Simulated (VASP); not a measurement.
# ZnS (Wurtzite-6H): single point with PBE

**What was measured.**

A printed reference work, monograph reports, for a bulk crystal of ZnS at 4 K: band gap 3.911 eV (direct).

Crystal: ZnS (Wurtzite-6H).

```
Zn S
1.0
     3.81200    0.00000    0.00000
    -1.90600    3.30129    0.00000
     0.00000    0.00000   18.68999
Zn S
6 6
Direct
  0.33333 0.66667 0.83333
  0.66667 0.33333 0.33333
  0.66667 0.33333 0.66667
  0.33333 0.66667 0.16667
  0.00000 0.00000 0.50000
  0.00000 0.00000 0.00000
  0.33333 0.66667 0.95833
  0.66667 0.33333 0.45833
  0.66667 0.33333 0.79167
  0.33333 0.66667 0.29167
  0.00000 0.00000 0.62500
  0.00000 0.00000 0.12500
```

- Program: VASP 6.6.1
- Task: single point
- Functional: PBE
- Potentials or basis: VASP PAW PBE potentials, release 64 (Zn, S)
- Cutoff: 520 eV
- k mesh: 8 × 8 × 2
- Occupations: gaussian, width 0.012 eV
- Spin: no spin polarisation
- Further INCAR settings: ALGO = Normal; EDIFF = 1e-07

| Quantity | Value |
| --- | --- |
| Pressure | 2.3 GPa |
| Largest force | 0.030 eV/Å |
| Band gap on the k mesh | 2.17 eV, direct |

Forces on the atoms (eV/Å):
```
Zn   0.000  0.000  0.001
Zn   0.000  0.000  0.001
Zn   0.000  0.000  0.015
Zn   0.000  0.000  0.015
Zn   0.000  0.000 -0.004
Zn   0.000  0.000 -0.004
S    0.000  0.000 -0.030
S    0.000  0.000 -0.030
S    0.000  0.000 -0.007
S    0.000  0.000 -0.007
S    0.000  0.000  0.024
S    0.000  0.000  0.024
```

Levels at points of the mesh, in eV from the valence-band top:
| k point | band 51 | band 52 | band 53 | band 54 | band 55 | band 56 | band 57 | band 58 |
| --- | --- | --- | --- | --- | --- | --- | --- | --- |
| (0.00, 0.00, 0.00) | -0.24 | -0.02 | 0.00 | 0.00 | 2.17 | 3.22 | 3.26 | 3.34 |
| (0.50, 0.00, 0.00) | -1.27 | -1.26 | -1.10 | -0.88 | 3.44 | 3.57 | 3.61 | 3.88 |
| (0.00, 0.00, 0.50) | -0.07 | -0.07 | -0.07 | -0.07 | 2.65 | 2.65 | 3.28 | 3.28 |
| (0.50, 0.00, 0.50) | -1.22 | -1.22 | -0.99 | -0.99 | 3.37 | 3.37 | 3.85 | 3.85 |

Run time: 5.3 min on 1 thread of AMD EPYC 9R45 (Zen 5), on a shared host, peak memory 0.41 GiB.

Against the measured gap of ZnS, 3.911 eV (direct; 4 K; a printed reference work, monograph), the calculated 2.17 eV is off by -1.74 eV. The value is that of PBE on a finite k mesh, which can miss the band edges, without temperature or zero-point motion. Semilocal functionals fall short of measured gaps as a rule.

Caveat: the cell's inner coordinates are idealised or old, which leaves forces on the atoms.
